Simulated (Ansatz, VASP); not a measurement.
## Two plane-wave programs on Mo

The input INCAR:

```
PREC = Accurate
ENCUT = 600
EDIFF = 1E-7
ISMEAR = -1
SIGMA = 0.05
LREAL = False
LASPH = True
NELM = 80
ALGO = Fast
ISIF = 3
LWAVE = False
LCHARG = False
IBRION = 2
NSW = 40
EDIFFG = -0.01
```

Contents of KPOINTS:

```
regular mesh
0
Gamma
  12 12 12
```

The input POSCAR:

```
Mo
1.0
   -1.5838089719      1.5838089719      1.5838089719
    1.5838089719     -1.5838089719      1.5838089719
    1.5838089719      1.5838089719     -1.5838089719
Mo
1
Direct
    0.0000000000      0.0000000000      0.0000000000
```

input.yaml

```yaml
crystal:
  lattice:
    - [-1.5838089719, 1.5838089719, 1.5838089719]
    - [1.5838089719, -1.5838089719, 1.5838089719]
    - [1.5838089719, 1.5838089719, -1.5838089719]
  atoms:
    - { symbol: Mo, position: [0.0, 0.0, 0.0] }
hamiltonian:
  xc: lda
  pseudopotentials: { kind: paw }
kpoints:
  mp_grid: { grid: [12, 12, 12] }
scf:
  occupations: { method: fermi_dirac, width: 0.05 }
output:
  forces: true
  stress: true
  eigenvalues: true
  write_density: true
  write_potential: true
  elf: true
  volumetric_format: npy
relax:
  f_tol: 0.01
  max_steps: 40
  cell: { stress_tol: 0.05 }
```

Alike in both runs: task relaxation of cell and atoms; functional LDA; k mesh 12 × 12 × 12; occupations fermi-dirac, width 0.05 eV; no spin polarisation.

|  | VASP | Ansatz |
| --- | --- | --- |
| version | VASP 6.6.1 | Ansatz 0.2.0 |
| potentials or method | VASP PAW LDA potentials, release 64 (Mo_sv) | Ansatz PAW |
| plane-wave cutoff (eV) | 600 | 420 |
| valence electrons in the cell | 14 | 14 |

|  | VASP | Ansatz | Ansatz less VASP |
| --- | --- | --- | --- |
| gap on the k mesh at the Fermi level, each at its own relaxed structure (eV) | none | none | - |
| relaxed volume (Å³/atom) | 15.13 | 15.06 | -0.068 |
| relaxed cell length with the largest relative difference (Å) | 2.698 | 2.694 | -0.0040 |
| energy change over the relaxation (meV/atom) | -33 | -39 | -5.5 |

A gap of «none» marks a metal or a gap that the smearing closes.

Caveats: the plane-wave basis is chosen anew once the cell has moved, so the energies of steps on either side of that aren't comparable (Ansatz); the PAW data sets come from PBE, with cores solved anew for the run's functional, which leaves a small shift of forces and pressure (Ansatz).
